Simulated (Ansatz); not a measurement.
The parent structure is NaBr in the rock salt structure (space group Fm-3m, No. 225; a = 6.036 Å). Axes: x, y, z lie along the cube axes.

Method: PBE (Ansatz, an electronic-structure program), no spin-orbit coupling.

A first run, uniaxial strain ε_xx = +1.05 %, gives secant values C11 ≈ 36 GPa and C12 ≈ 9.7 GPa from its stress. A second run applies biaxial strain +2.76 %, plane normal [001], relaxed out of plane.

Task: What does linear elasticity predict for −ε⊥/ε∥ in the second run, and what does the run give?

Result: Linear elasticity: 2 C12/C11 = 0.54. The run gives 0.49; any difference comes from nonlinear terms at these strains and numerical noise.

Stability against distortions was not tested.
